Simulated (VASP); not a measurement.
Pt:

```
CELL_PARAMETERS angstrom
2.76067 0.00000 0.00000
-1.38033 2.39081 0.00000
0.00000 0.00000 4.79213
ATOMIC_POSITIONS crystal
Pt 0.66667 0.33333 0.75000
Pt 0.33333 0.66667 0.25000
```

This isn't the form of Pt at room conditions, which is fcc.

```yaml
Program: VASP 6.6.1
Task: relaxation of cell and atoms
Functional: PBE
Dispersion: D3(BJ)
Potentials_or_basis: VASP PAW PBE potentials, release 64 (Pt)
Cutoff: 600 eV
k_mesh: 9 × 9 × 4
Occupations: gaussian, width 0.1 eV
Spin: no spin polarisation
```

At the start: pressure -9.1 GPa; volume 15.81 Å³/atom.

Task: Where does the relaxation end?

Result: Over 5 steps the energy falls by 16.6 meV/atom and the volume is 15.24 Å³/atom (-3.6 %); space group P6_3/mmc (No. 194, to 0.05 Å).

Step by step:
| step | energy change (eV) | largest force (eV/Å) | pressure (GPa) | volume (Å³) |
| --- | --- | --- | --- | --- |
| 1 | 0.0000 | 0.0000 | -9.05 | 31.63 |
| 2 | 0.2325 | 0.0000 | 33.82 | 27.71 |
| 3 | -0.0332 | 0.0000 | -0.38 | 30.53 |
| 4 | -0.0333 | 0.0000 | -0.04 | 30.50 |
| 5 | -0.0332 | 0.0000 | 0.16 | 30.48 |

Final structure:
```
Pt
1.0
     2.72608    0.00000    0.00000
    -1.36304    2.36085    0.00000
     0.00000    0.00000    4.73556
Pt
2
Cartesian
  1.3630 0.7870 3.5517
  0.0000 1.5739 1.1839
```

Caveat: pairwise dispersion overbinds metals, which lowers pressure and volume.
